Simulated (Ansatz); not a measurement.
**Al$_{2}$Ru: enthalpy against pressure**

Al$_{2}$Ru, I4/mmm, a = 3.122 Å, c = 8.445 Å. The structure is a Materials Project entry; whether it is the stable form wasn't checked. Ansatz: r2SCAN, PAW, 500 eV, Γ-centred 18×18×18 mesh on 3 atoms, Gaussian smearing 0.10 eV; no spin polarisation. Cell and atoms are relaxed at each pressure, and no other structure is tried, so the rows at high pressure may lie past a change of phase. y is the enthalpy over the state at zero pressure; there V0 = 13.717 Å³/atom. The pressures are the targets, met within 0.04 GPa.

```
P (GPa) y (eV/atom)
   -1.0      -0.0858
    0.0       0.0000
    1.0       0.0854
    4.0       0.3389
   12.0       0.9971
   25.0            ?
   50.0       3.8677
   90.0       6.5861
```

Q: Fit y = c1 P + c2 P² + c3 P³ to the other rows, say what c1 and c2 mean, and predict the missing value.

A: Least squares on the rows shown. y = 0.085309 P − 0.00018953 P² + 6.0834×10⁻⁷ P³. Since dH/dP = V, c1 is V0: 0.085309 eV/GPa × 160.2 = 13.667 Å³ against 13.717; c2 = −V0/(2B0) gives B0 = 225 GPa, where a Birch–Murnaghan fit to the volumes of the same runs (not shown) gives 184 GPa: a cubic over this range folds the higher terms into c2. At P = 25.0 the fit asked for gives 2.0238 eV/atom. The run gave 2.0208 eV/atom, so the fit is 0.0030 eV/atom too high, 0.045 % of the span of the series, against an rms of 0.0004 eV/atom on the fitted rows. With a term in P⁴ added, a fit to the same known rows predicts 2.0200 eV/atom, so most of the miss is curvature that the known rows already hold.

The mesh isn't the same in all rows (18×18×18, 20×20×20).